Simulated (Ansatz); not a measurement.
Run this with Ansatz 0.2.0, Python API and show what comes out.

`nb_transition.py`
```python
"""Enthalpies of two structures of Nb under pressure."""

import csv
import warnings

import ansatz
import numpy as np

FUNCTIONAL = "rpbe"
TOLERANCE = 1e-06
EXTRA_BANDS = 2
KSPACING = 0.3
FILLING = "gaussian"
SMEARING_WIDTH = 0.1


def diamond(first, a):
    return (
        ansatz.Lattice.fcc(a)
        .space_group(227, origin_choice=1)
        .atom(first, [0, 0, 0])
        .primitive()
    )


def fcc(a_site, a):
    return (
        ansatz.Lattice.fcc(a)
        .space_group(225)
        .atom(a_site, [0, 0, 0])
        .primitive()
    )


def ground_state(name, crystal, pressure=0.0):
    calc = (
        crystal.calculation()
        .functional(FUNCTIONAL)
        .basis(47 * ansatz.Ry)
        .scf(tolerance=TOLERANCE, extra_bands=EXTRA_BANDS)
        .kpoints(spacing=KSPACING)  # sampling of the Brillouin zone
        .occupations(FILLING, width=SMEARING_WIDTH)
    )
    calc = calc.relax(force_tolerance=0.02, cell=True, pressure=pressure)
    return calc.run()


def volume_per_atom(outcome):
    return abs(np.linalg.det(outcome.lattice.cell_ang)) / len(outcome.lattice.sites)

warnings.simplefilter("ignore", ansatz.DeckWarning)

phases = {}
phases["diamond"] = diamond("Nb", 5.77)
phases["fcc"] = fcc("Nb", 4.19)

# H = E + PV, with 1 eV per cubic angstrom equal to 160.2 GPa
pressures = [0, 5, 10, 20]
enthalpy, volume = {name: [] for name in phases}, {name: [] for name in phases}
for p in pressures:
    for name, crystal in phases.items():
        o = ground_state(name, crystal, pressure=p)
        volume[name].append(volume_per_atom(o))
        enthalpy[name].append(o.report["energy_sigma0_ev"] / len(o.lattice.sites) + p * volume[name][-1] / 160.21766)
gap = np.array(enthalpy["fcc"]) - np.array(enthalpy["diamond"])
rows = [(p, va, vb, 1000 * d) for p, va, vb, d in zip(pressures, volume["diamond"], volume["fcc"], gap)]
with open("transition.csv", "w", newline="") as handle:
    writer = csv.writer(handle)
    writer.writerow(["P (GPa)", "V diamond (A^3/atom)", "V fcc (A^3/atom)", "H(fcc) - H(diamond) (meV/atom)"])
    writer.writerows([round(v, 4) if isinstance(v, float) else v for v in row] for row in rows)
print(open("transition.csv").read())
crossings = [p0 - g0 * (p1 - p0) / (g1 - g0) for p0, p1, g0, g1 in zip(pressures, pressures[1:], gap, gap[1:]) if g0 * g1 < 0]
print("crossing near", [round(float(p), 1) for p in crossings], "GPa") if crossings else print("no crossing in this range")
```

Running `python nb_transition.py` prints:
```text
P (GPa),V diamond (A^3/atom),V fcc (A^3/atom),H(fcc) - H(diamond) (meV/atom)
0,26.3578,19.2213,-2168.7903
5,24.5714,18.6546,-2369.5694
10,23.2707,18.1544,-2539.5623
20,21.4069,17.2783,-2824.1223

no crossing in this range
```

These settings explore the input space; cutoff and mesh may be short of convergence. At a fixed pressure a relaxation lowers the enthalpy F + PV, while F alone can rise. The program warned that this SCF threshold is loose for forces or stresses. Only these two structures are compared, at zero temperature and with their symmetry kept; either may be hypothetical, and another phase may be lower than both. Differences under about 40 meV an atom lie within the error of mesh and functional. The cells are prototypes set up for this calculation and needn't exist. The script silences the warnings on its input, which a real study should read. The whole script took 37 s on 1 thread of Arm Neoverse V1 (shared host), peak memory 0.43 GiB.

(Lines on the test bed's own set-up are left out of the output.)
